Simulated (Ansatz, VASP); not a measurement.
# One calculation of CuO, two programs

The input INCAR:

```
PREC = Accurate
ENCUT = 520
EDIFF = 1E-7
ISMEAR = -1
SIGMA = 0.05
LREAL = False
LASPH = True
NELM = 80
ALGO = Normal
ISIF = 2
LWAVE = False
LCHARG = False
GGA = PE
NBANDS = 25
```

KPOINTS

```
Automatic mesh
0
Gamma
  10 10 5
```

The input POSCAR:

```
CuO
1.0
    0.1870412921     -2.1429295228     -2.0155306596
   -1.9924266127      0.1048586121     -1.9333479797
    2.3509910112      2.2549458814     -4.3301189699
Cu O
2 2
Direct
    0.4562322400      0.5306856300      0.4854117400
    0.9742842800      0.9858673900      0.0243612000
    0.8016626700      0.7447211200      0.7392802400
    0.2678208100      0.2387258700      0.2509468100
```

File input.yaml:

```yaml
crystal:
  lattice:
    - [0.1870412921, -2.1429295228, -2.0155306596]
    - [-1.9924266127, 0.1048586121, -1.9333479797]
    - [2.3509910112, 2.2549458814, -4.3301189699]
  atoms:
    - { symbol: Cu, position: [0.45623224, 0.53068563, 0.48541174] }
    - { symbol: Cu, position: [0.97428428, 0.98586739, 0.0243612] }
    - { symbol: O, position: [0.80166267, 0.74472112, 0.73928024] }
    - { symbol: O, position: [0.26782081, 0.23872587, 0.25094681] }
hamiltonian:
  xc: pbe
  pseudopotentials: { kind: paw, source: jth }
kpoints:
  mp_grid: { grid: [10, 10, 5] }
scf:
  occupations: { method: fermi_dirac, width: 0.05 }
output:
  forces: true
  stress: true
  eigenvalues: true
```

Change from the starting cell: all atoms moved at random, sigma 0.1 Å a component, cell strained at random, sigma 0.1; volume scaled by 0.96.

Alike in both runs: task single point; functional PBE; k mesh 10 × 10 × 5; occupations fermi-dirac, width 0.05 eV; no spin polarisation.

|  | VASP | Ansatz |
| --- | --- | --- |
| version | VASP 6.6.1 | Ansatz 0.2.0 |
| potentials or method | VASP PAW PBE potentials, release 64 (Cu, O) | JTH PAW |
| plane-wave cutoff (eV) | 520 | 1380 |
| valence electrons in the cell | 34 | 50 |

|  | VASP | Ansatz | Ansatz less VASP |
| --- | --- | --- | --- |
| gap on the k mesh at the Fermi level (eV) | none | none | - |
| pressure (GPa) | 3.5 | 3.4 | -0.17 |
| largest component of the traceless stress (GPa) | 7.93 | 7.90 | -0.029 |
| rms of the force components (eV/Å) | 0.815 | 0.803 | -0.0120 |

Atom by atom the forces differ by 0.016 eV/Å (rms over components). A gap of «none» marks a metal or a gap that the smearing closes. With one functional, cell and mesh, what is left measures potentials, basis and numerics. The two sets of potentials don't hold the same shells in valence.

Caveats: the run has no spin polarisation, though such a crystal can be magnetic; semilocal functionals often make such compounds metallic where correlation or magnetic order opens a gap, which also shifts bond lengths; forces of over 1 eV/Å show positions far from the minimum, so gaps and moduli don't describe the material at rest.
